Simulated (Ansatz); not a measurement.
# BN (model cell, started as rocksalt type): following an unstable mode

Which phase does BN (model cell, started as rocksalt type) fall into along its unstable mode, and how much energy does it gain?

Program: Ansatz 0.2.0. Level of theory: DFT PBEsol, scalar-relativistic, plane waves, PAW; PAW set soft_1. Results are calculated unless marked as measured.

The structure was built from a prototype and need not be the compound's stable phase.

### 1. Starting point

It takes space group Fm-3m (No. 225, cubic). Conventional cell: a = 3.482 Å, b = 3.482 Å, c = 3.482 Å, α = 90.00°, β = 90.00°, γ = 90.00°. Nearest to B lie 6 N at 1.74 Å. Nearest to N lie 6 B at 1.74 Å. Farther neighbours and most contacts between anions are not listed.

### 2. Phonons on a q mesh

The cell comes from relaxations at this level that are not shown. Stability and thermal properties need the whole zone. Linear response on a 6×6×6 q mesh gives force constants as far as a supercell of that size would, and the tensors from the zone-centre run are typed in so that the long-range dipole term is interpolated apart.

The input, input.yaml:

```yaml
crystal:
  lattice:
    - [0.0, 1.7411762025, 1.7411762025]
    - [1.7411762025, 0.0, 1.7411762025]
    - [1.7411762025, 1.7411762025, 0.0]
  atoms:
    - { symbol: B, position: [0.0, 0.0, 0.0] }
    - { symbol: "N", position: [0.5, 0.5, 0.5] }
kpoints:
  mp_grid: { grid: [12, 12, 12] }
hamiltonian:
  xc: pbesol
  pseudopotentials: { kind: paw, azcp: { folder: soft_1 }, xc_functional: pbe }
scf:
  occupations: { method: fixed }
output:
  eigenvalues: true
phonons:
  method: dfpt
  qmesh: [6, 6, 6]
  temperatures: { t_max: 1000, t_step: 50 }
  qpath:
    path:
      - [[0.0, 0.0, 0.0], [0.5, 0.0, 0.5], [0.625, 0.25, 0.625]]
      - [[0.375, 0.375, 0.75], [0.0, 0.0, 0.0], [0.5, 0.5, 0.5], [0.5, 0.25, 0.75], [0.5, 0.0, 0.5]]
    npoints: 10
  non_analytic_term:
    high_frequency_dielectric_tensor: [[8.5652, 0.0, 0.0], [0.0, 8.5652, 0.0], [0.0, 0.0, 8.5652]]
    born_effective_charges:
      - { species: B, tensor: [[3.8412, 0.0, 0.0], [0.0, 3.8412, 0.0], [0.0, 0.0, 3.8412]] }
      - { species: "N", tensor: [[-3.8412, 0.0, 0.0], [0.0, -3.8412, 0.0], [0.0, 0.0, -3.8412]] }
    source: "zone-centre run at this cell"
```

Launch:

```
$ ansatz run input.yaml --threads 4 --pin off --max-ram 10240MiB --backend cpu --events-out ev --progress --plain --runs-dir out
```

Numbers of over 12 decimals in the logs are rounded to 6 here.

The program printed:

```text
Engine: ansatz 0.2.0, x86_64-unknown-linux-gnu
Pseudopotentials: kind: paw
Pseudopotential: B, paw, valence charge 3, recommended cutoff 420 eV (normal), soft_1/B.paw.azcp
Pseudopotential: N, paw, valence charge 5, recommended cutoff 420 eV (normal), soft_1/N.paw.azcp
Functional definition: PBEsol
  exchange = pbesol_x
  correlation = pbesol_c
Crystal: 2 atoms, lattice volume = 10.557 Å³
Basis set: ecut = 420 eV, 181 PW (Γ), exchange–correlation on 36×36×36 points (8 copies of the dense FFT grid, shifted against one another)
Bands: 8, of which v1, the nominal top of the filled ones, is band 4 counted from 1 (3 counted from 0)
Symmetry: 48 space group operations
k-points: 72 of 1728
Non-local potential: B, projectors of the file, l = 0: 2, l = 1: 2, l = 2: 1
Non-local potential: N, projectors of the file, l = 0: 2, l = 1: 2, l = 2: 1
PAW form: soft (Blöchl's): semilocal exchange-correlation on the pseudo side does not see the compensation charge
PAW frozen core: B, regenerated for the run's functional, and the local potential with it (the file was generated under x = pbe(κ = 0.804, μ = 0.219515), c = pbe(β = 0.066725))
PAW frozen core: N, regenerated for the run's functional, and the local potential with it (the file was generated under x = pbe(κ = 0.804, μ = 0.219515), c = pbe(β = 0.066725))
PAW one-centre angular grid: B, 110 points (default); XC on 64 Gauss nodes
PAW one-centre angular grid: N, 110 points (default); XC on 64 Gauss nodes
Initial density: superposition of atomic densities (chi_scale 0.1, normalization cell, long waves kept (reshape's long-wave potential 0.00 eV rms))
Initial wavefunctions: pseudopotential atomic-orbital guess
Functional: x = pbesol(κ = 0.804, μ = 0.123457), c = pbesol(β = 0.046)
SCF iter   1: F=—  HF=-530.916076 eV  |F-HF|=—  |Δ(HF+E_count)|=         —  Δρ=1.31e-1  dr2=1.53e0  ethr=3.10e-3  ⟨swp⟩=3.7  Hψ=3290  notcnv=0  defer=131
preconditioner: auto → none  [insulator: Δε(μ)=2.543 eV  Ē_g=19.100 eV  n_scr=0 (ndim 8)  ℏωp=32.3 eV  f_vac=0.000  ε∞_Penn≈3.9]
SCF iter   2: F=—  HF=-530.507677 eV  |F-HF|=—  |Δ(HF+E_count)|=   4.08e-1  Δρ=5.52e-2  dr2=1.74e-1  ethr=3.10e-3  ⟨swp⟩=2.1  Hψ=1679  notcnv=0  defer=27
SCF iter   3: F=—  HF=-530.469616 eV  |F-HF|=—  |Δ(HF+E_count)|=   3.81e-2  Δρ=1.96e-2  dr2=1.37e-2  ethr=2.18e-3  ⟨swp⟩=2.6  Hψ=877  notcnv=0  defer=138
SCF iter   4: F=—  HF=-530.473175 eV  |F-HF|=—  |Δ(HF+E_count)|=   3.56e-3  Δρ=1.07e-3  dr2=6.67e-5  ethr=1.71e-4  ⟨swp⟩=2.0  Hψ=736  notcnv=0  defer=140
SCF iter   5: F=—  HF=-530.473181 eV  |F-HF|=—  |Δ(HF+E_count)|=   5.70e-6  Δρ=2.50e-4  dr2=3.20e-6  ethr=8.33e-7  ⟨swp⟩=1.7  Hψ=700  notcnv=0  defer=48
SCF iter   6: F=—  HF=-530.473181 eV  |F-HF|=—  |Δ(HF+E_count)|=   4.35e-8  Δρ=2.70e-5  dr2=4.32e-8  ethr=4.00e-8  ⟨swp⟩=2.1  Hψ=856  notcnv=0  defer=1
SCF iter   7: F=—  HF=-530.473181 eV  |F-HF|=—  |Δ(HF+E_count)|=   1.24e-7  Δρ=1.85e-6  dr2=1.60e-10  ethr=5.40e-10  ⟨swp⟩=1.8  Hψ=702  notcnv=0
SCF iter   8: F=-530.473181 eV  HF=-530.473181 eV  |F-HF|=6.82e-13  |Δ(HF+E_count)|=  2.73e-12  Δρ=2.02e-7  dr2=1.43e-12  ethr=1.00e-12  ⟨swp⟩=5.7  Hψ=2552  notcnv=0
SCF 1 converged in 8 iterations: F = -530.473181 eV  dr2 = 1.43e-12
  greatest PAW one-centre occupation: 0.788 electrons in one spin orbital (limit 2), on the N atom at site 1 (counted from 0), in its partial waves of l = 0
NSCF: frozen V_eff on 72 k-points
NSCF: frozen V_eff on 163 k-points
DFPT response loops at q = (0, 0, 0) (fractional): preconditioner auto → none (the input reference at scf.mixing.eps_inf says where Resta's filter doesn't serve); β = 0.50; Broyden in place of MSR1
NSCF: frozen V_eff on 1872 k-points
DFPT response loops at q = (0, 0, 0.166667) (fractional): mixed as the last ones told, above
NSCF: frozen V_eff on 1872 k-points
DFPT response loops at q = (0, 0, 0.333333) (fractional): mixed as the last ones told, above
NSCF: frozen V_eff on 952 k-points
DFPT response loops at q = (0, 0, -0.5) (fractional): preconditioner auto → Resta (q_TF=auto, 2.605 Å⁻¹)  ε∞=6.8 (no band partly filled); β = 1.00, the filter's whole step (`scf.mixing.beta` (0.50) is not read by the response loops at its default; to damp them type it under 1.00, their step now; it binds the ground state too); Broyden in place of MSR1
NSCF: frozen V_eff on 1020 k-points
DFPT response loops at q = (0, 0.166667, 0.166667) (fractional): preconditioner auto → none (the input reference at scf.mixing.eps_inf says where Resta's filter doesn't serve); β = 0.50; Broyden in place of MSR1
NSCF: frozen V_eff on 3456 k-points
DFPT response loops at q = (0, 0.166667, 0.333333) (fractional): mixed as the last ones told, above
NSCF: frozen V_eff on 3456 k-points
DFPT response loops at q = (0, 0.166667, -0.5) (fractional): mixed as the last ones told, above
NSCF: frozen V_eff on 3456 k-points
DFPT response loops at q = (0, 0.166667, -0.333333) (fractional): mixed as the last ones told, above
NSCF: frozen V_eff on 1872 k-points
DFPT response loops at q = (0, 0.166667, -0.166667) (fractional): mixed as the last ones told, above
NSCF: frozen V_eff on 1020 k-points
DFPT response loops at q = (0, 0.333333, 0.333333) (fractional): mixed as the last ones told, above
NSCF: frozen V_eff on 3456 k-points
DFPT response loops at q = (0, 0.333333, -0.5) (fractional): mixed as the last ones told, above
NSCF: frozen V_eff on 1872 k-points
DFPT response loops at q = (0, 0.333333, -0.333333) (fractional): mixed as the last ones told, above
NSCF: frozen V_eff on 560 k-points
DFPT response loops at q = (0, -0.5, -0.5) (fractional): mixed as the last ones told, above
NSCF: frozen V_eff on 1872 k-points
DFPT response loops at q = (0.166667, 0.333333, -0.5) (fractional): mixed as the last ones told, above
NSCF: frozen V_eff on 3456 k-points
DFPT response loops at q = (0.166667, 0.333333, -0.333333) (fractional): mixed as the last ones told, above
NSCF: frozen V_eff on 1020 k-points
DFPT response loops at q = (0.166667, -0.5, -0.333333) (fractional): mixed as the last ones told, above
SCF converged after 8 iterations
Free energy (F): -530.473181 eV
Harris-Foulkes:  -530.473181 eV  (|F-HF|=6.82e-13)
Internal energy: -530.473181 eV  (E = F + TS)
E sigma→0 (E₀):  -530.473181 eV
Fermi energy:    14.751726 eV
--- Per-component energies (eV) ---
  E_band       = 47.283131
  E_kinetic    = 181.478388
  E_local      = -108.812233  (includes V_loc(G=0)·N_el)
  E_nonlocal   = 42.256398
  E_hartree    = 34.983919
  E_xc         = -92.366878
  E_vxc        = -114.763340  (∫ρ·V_xc dr)
  E_paw        = -198.169731  (= ΣΔE_a)
  E_vpaw       = -22.844823  (= ΣTr[D̂ρ^β])
  E_aug_tail   = 0.000912  (compensation charges beyond the density's cutoff)
  E_ewald      = -389.886764
  E_core_change = 0.042810  (= ΣΔE_core)
  E_smearing   = -0.000000  (= −TS)
  E_closure    = 0.000000  (closes the sum)
  Σ components = -530.473181   (vs F -530.473181, Δ=0.00e0)
--- Band table (eV; the first three rows and the last of 72) ---
  k-point 0: bands = ["-7.9461", "13.8130", "13.8130", "13.8130", "24.1389", "26.8412", "26.8412", "26.8412"]
  k-point 1: bands = ["-7.7487", "12.9671", "13.7961", "13.7961", "24.3449", "26.1661", "26.1661", "26.7163"]
  k-point 2: bands = ["-7.1615", "10.8646", "13.7698", "13.7698", "24.2049", "24.6128", "24.6128", "26.9083"]
  k-point 71: bands = ["0.4063", "5.0465", "5.0465", "7.6743", "21.9492", "22.5741", "29.1623", "29.1623"]
--- Phonons (Γ-DFPT): 2 representative perturbations + reference (Σ response iterations 6) ---
  ASR residual: 5.273e-5 → 0.000e0 eV/Å²; symmetrization residual: 2.945e-7 eV/Å²
  ASR residual per site (eV/Å²): 1.28e-5 5.27e-5
  Γ frequencies (cm⁻¹): -685.64 -685.64 -685.64 0.00 0.00 0.00
--- Phonons (arbitrary-q DFPT): 16 irreducible q on the 6×6×6 mesh ---
  q = [0.0000, 0.0000, 0.0000] (star 1, of the zone-centre solve; hermiticity 5.58e-8, symmetrization 7.58e-15): -685.64 -685.64 -685.64 -0.00 -0.00 -0.00
  q = [0.0000, 0.0000, 0.1667] (star 8, 2 solved perturbations on 936 of 1728 k-point pairs; hermiticity 3.71e-8, symmetrization 1.66e-12): -628.89 -628.89 205.04 205.04 464.62 981.28
  q = [0.0000, 0.0000, 0.3333] (star 8, 2 solved perturbations on 936 of 1728 k-point pairs; hermiticity 4.91e-9, symmetrization 2.05e-12): -474.18 -474.18 263.16 263.16 785.68 1065.87
  q = [0.0000, 0.0000, -0.5000] (star 4, 2 solved perturbations on 476 of 1728 k-point pairs; hermiticity 5.15e-15, symmetrization 2.37e-14): -275.42 -275.42 120.72 120.72 900.47 1092.58
  q = [0.0000, 0.1667, 0.1667] (star 6, 4 solved perturbations in 1608 linear systems a pass and spin channel, the states on 510 of 1728 k-point pairs; hermiticity 1.93e-8, symmetrization 9.99e-13): -634.13 -634.13 340.01 341.83 341.83 921.14
  q = [0.0000, 0.1667, 0.3333] (star 24, 4 solved perturbations in 5328 linear systems a pass and spin channel, the states on 1728 of 1728 k-point pairs; hermiticity 2.37e-8, symmetrization 8.80e-15): -547.80 -471.57 300.30 409.08 643.05 948.63
  q = [0.0000, 0.1667, -0.5000] (star 24, 4 solved perturbations in 5328 linear systems a pass and spin channel, the states on 1728 of 1728 k-point pairs; hermiticity 3.11e-8, symmetrization 2.23e-12): -382.68 -122.53 234.36 350.01 844.79 951.54
  q = [0.0000, 0.1667, -0.3333] (star 24, 4 solved perturbations in 5328 linear systems a pass and spin channel, the states on 1728 of 1728 k-point pairs; hermiticity 3.88e-8, symmetrization 4.74e-12): -440.36 -230.91 -61.24 499.86 800.15 968.33
  q = [0.0000, 0.1667, -0.1667] (star 12, 4 solved perturbations in 2892 linear systems a pass and spin channel, the states on 936 of 1728 k-point pairs; hermiticity 3.36e-8, symmetrization 1.91e-14): -585.92 -496.95 152.21 510.06 572.28 977.95
  q = [0.0000, 0.3333, 0.3333] (star 6, 4 solved perturbations in 1608 linear systems a pass and spin channel, the states on 510 of 1728 k-point pairs; hermiticity 2.67e-8, symmetrization 5.02e-12): -527.43 -527.43 401.65 469.19 469.19 881.32
  q = [0.0000, 0.3333, -0.5000] (star 24, 4 solved perturbations in 5328 linear systems a pass and spin channel, the states on 1728 of 1728 k-point pairs; hermiticity 4.58e-8, symmetrization 3.22e-12): -445.59 -234.19 143.14 455.80 640.25 858.73
  q = [0.0000, 0.3333, -0.3333] (star 12, 4 solved perturbations in 2892 linear systems a pass and spin channel, the states on 936 of 1728 k-point pairs; hermiticity 4.87e-8, symmetrization 7.58e-15): -339.96 -313.14 348.93 532.62 788.32 820.55
  q = [0.0000, -0.5000, -0.5000] (star 3, 4 solved perturbations in 886 linear systems a pass and spin channel, the states on 280 of 1728 k-point pairs; hermiticity 3.69e-8, symmetrization 1.00e-14): -470.03 -470.03 68.41 482.24 482.24 859.90
  q = [0.1667, 0.3333, -0.5000] (star 24, 6 solved perturbations on 936 of 1728 k-point pairs; hermiticity 4.65e-8, symmetrization 1.82e-15): -475.51 -191.40 156.03 598.13 640.94 897.34
  q = [0.1667, 0.3333, -0.3333] (star 24, 4 solved perturbations in 5208 linear systems a pass and spin channel, the states on 1728 of 1728 k-point pairs; hermiticity 4.34e-8, symmetrization 3.22e-12): -314.45 -311.24 386.36 493.26 810.63 811.68
  q = [0.1667, -0.5000, -0.3333] (star 12, 6 solved perturbations on 510 of 1728 k-point pairs; hermiticity 4.85e-8, symmetrization 3.36e-12): -410.15 -241.30 257.60 549.36 668.78 823.40
  sum rule: each row above includes the acoustic sum rule's correction from the zone centre's row sums; it moved no ω² by more than (1.01 cm⁻¹)²
  mesh force constants: q→R imaginary residual 2.24e-16; ASR residual 5.273e-5 → 0.000e0 eV/Å²; symmetrization residual 1.243e-14 eV/Å²
  interpolated dispersion: 63 rows × 6 modes
  density of states and harmonic sums: on the 30×30×30 q-mesh, interpolated from the force constants of a 6×6×6 supercell (with the dipole–dipole term of supplied tensors)
  largest difference from the sums on the solved wave vectors: F 1.36e-2 eV, S 2.23e-5 and C_V 8.50e-6 eV/K
  zero-point energy: 0.141744 eV/cell   skipped modes (ω ≤ 0): 1535, of them read as no rigid motion or as one in doubt: 1532 (2.030e0 modes/cell left out, lowest -685.64 cm⁻¹)   left out of the sums: 3.38e-1 of the cell's modes: C_V's classical limit lies that fraction below 3 k_B per atom; for a crystal, a wire or a layer, F and S can be off by more, and a phonons.interpolated_qmesh denser along its periods is the remedy for the sampling
```

Run time: 78 s. Hardware: 4 threads of Intel Xeon Platinum 8375C at 2.90GHz (Ice Lake), shared host; peak memory 0.79 GiB.

Reading the cycles: dr2 is the Hartree energy of the density residual (eV), the measure of convergence; HF is the Harris–Foulkes estimate of the energy, which meets the free energy F at convergence.

This step gave:

- gap on the k-mesh: 1.282 eV
- volume per atom: 5.279 Å³
- sum-rule residual before enforcement: 5.27e-5 eV/Å²
- lowest frequency on the path: -685.6 cm⁻¹
- point group: m-3m
- highest frequency on the path or at a solved wavevector: 1093 cm⁻¹
- highest optical mode at the zone centre (no LO-TO term): -685.6 cm⁻¹
- lowest optical zone-centre mode: -685.6 cm⁻¹
- lowest mode on the q mesh (acoustic modes at Γ apart): -685.6 cm⁻¹

Frequencies (cm⁻¹) solved at each irreducible wavevector; negative means imaginary. Frequencies by wavevector, by row:

```
q in reciprocal lattice units  star  mode 1  mode 2  mode 3  mode 4  mode 5  mode 6
                        0 0 0     1  -685.6  -685.6  -685.6       0       0       0
                   0 0 0.1667     8  -628.9  -628.9     205     205   464.6   981.3
                   0 0 0.3333     8  -474.2  -474.2   263.2   263.2   785.7    1066
                     0 0 -0.5     4  -275.4  -275.4   120.7   120.7   900.5    1093
              0 0.1667 0.1667     6  -634.1  -634.1     340   341.8   341.8   921.1
              0 0.1667 0.3333    24  -547.8  -471.6   300.3   409.1     643   948.6
                0 0.1667 -0.5    24  -382.7  -122.5   234.4     350   844.8   951.5
             0 0.1667 -0.3333    24  -440.4  -230.9   -61.2   499.9   800.1   968.3
             0 0.1667 -0.1667    12  -585.9  -496.9   152.2   510.1   572.3     978
              0 0.3333 0.3333     6  -527.4  -527.4   401.6   469.2   469.2   881.3
                0 0.3333 -0.5    24  -445.6  -234.2   143.1   455.8   640.2   858.7
             0 0.3333 -0.3333    12    -340  -313.1   348.9   532.6   788.3   820.5
                  0 -0.5 -0.5     3    -470    -470    68.4   482.2   482.2   859.9
           0.1667 0.3333 -0.5    24  -475.5  -191.4     156   598.1   640.9   897.3
        0.1667 0.3333 -0.3333    24  -314.4  -311.2   386.4   493.3   810.6   811.7
          0.1667 -0.5 -0.3333    12  -410.1  -241.3   257.6   549.4   668.8   823.4
```

Interpolated from a 6×6×6 q mesh, with the LO-TO term (at Γ the limit along the path; where Γ stands inside the path, tables give the limit on arrival). Phonon branches along the path, in cm⁻¹:

```
    point  branch 1  branch 2  branch 3  branch 4  branch 5  branch 6
        Γ      -686      -686         0         0         0       920
  halfway      -594      -594       416       432       432       904
        X      -470      -470        68       482       482       860
  halfway      -450      -319      -121       467       580       850
        U      -384      -260       373       417       738       821
jump to K      -384      -260       373       417       738       821
  halfway      -568      -440       143       559       606       976
        Γ      -686      -686         0         0         0       920
  halfway      -561      -561       256       256       646      1031
        L      -275      -275       121       121       900      1093
  halfway      -297      -296       356       412       844       884
        W      -339      -339       379       579       768       768
  halfway      -435      -181      -143       524       606       840
        X      -470      -470        68       482       482       860
```

The phonon branches as a text plot (rows in cm⁻¹):

```
   1056 |                                   ********
    981 |                      ******     **        *
    907 |*********          ***      *****      *******
    833 |         **********                  **     ****   *****
    759 |                 ***                *           ***
    685 |                *   **                             *
    611 |              **   *****           *             ** *
    537 |             *    *    **         *            **  ****
    463 |      ***********       ***                   *       **
    389 |    *****        **      **      *          *******
    315 |   *     **     *          *    *          **      *
    241 |  *                *       *      *****   **
    166 |           *           **** *  ***     * **         *
     92 | *          *         *    **  *        *              *
     18 |*            *      **       **
    -56 |                                                      *
   -130 |              **                                     *
   -204 |               **   **                              *
   -278 |                 * *                    ********  ** *
   -352 |              *  **   *               **       ****
   -426 |             ****  *   *             *             *****
   -500 |        ******      *** *           *                 **
   -574 |      **               ****       **
   -649 |******                   *********
         Γ           X  U|K            Γ         L        W     X
```

Symmetry leaves 16 wavevectors to solve. The lowest mode among them, the acoustic zeros apart, lies at Γ and is imaginary, 685.6i cm⁻¹, so the energy falls along it.

### 3. The mode frozen in, largest atomic shift 0 Å

The mode followed lies at Γ with frequency 685.6i cm⁻¹ and is 3-fold degenerate, the softest among the wavevectors solved. At small amplitude the distorted cell has space group no. 160 by a symmetry search on the positions. The undistorted cell that holds it gives the zero of energy on the same k mesh.

input.yaml, the sections that differ from step 2:

```yaml
scf:
  occupations: { method: gaussian, width: 0.02 }
output:
  forces: true
  stress: true
  eigenvalues: true
# crystal, kpoints, hamiltonian: as in step 2
# phonons: removed
```

The program printed:

```text
[...]
Crystal: 2 atoms, lattice volume = 10.557 Å³
Basis set: ecut = 420 eV, 181 PW (Γ), exchange–correlation on 36×36×36 points (8 copies of the dense FFT grid, shifted against one another)
Bands: 8, of which v1, the nominal top of the filled ones, is band 4 counted from 1 (3 counted from 0)
Symmetry: 48 space group operations
[...]
k-points: 72 of 1728
[...]
Free energy (F): -530.473181 eV
[...]
Internal energy: -530.473181 eV  (E = F + TS)
E sigma→0 (E₀):  -530.473181 eV
Fermi energy:    15.392890 eV
[...]
--- Stress (GPa, compression-positive) ---
        0.002024      -0.000000       0.000000
       -0.000000       0.002024       0.000000
        0.000000      -0.000000       0.002024
  P = ⅓ Tr σ = 0.0020 GPa (0.020 kbar)
--- Band table (eV; the first three rows and the last of 72) ---
[...]
[key lines of the parts left out:]
SCF converged after 6 iterations
```

Elapsed: 0.25 s, on 4 threads; peak memory 0.3 GiB.

This step gave:

```
pressure                         : 0.002024 GPa
energy from the undistorted cell : 0 meV/atom
```

At this level the gap is 1.28 eV on the k-mesh of the self-consistent run, which can miss the band edges.

[end of part 1 of 3]

[Logs are printed without paths, hosts, clocks, repeated set-up lines and the standing remarks that a program may print on its own settings, such as how far it seeks lower states.]

[Hosts, paths, dates, database ids (printed as entryN), source tags and the programs' standing remarks are cut or masked in the printed files.]
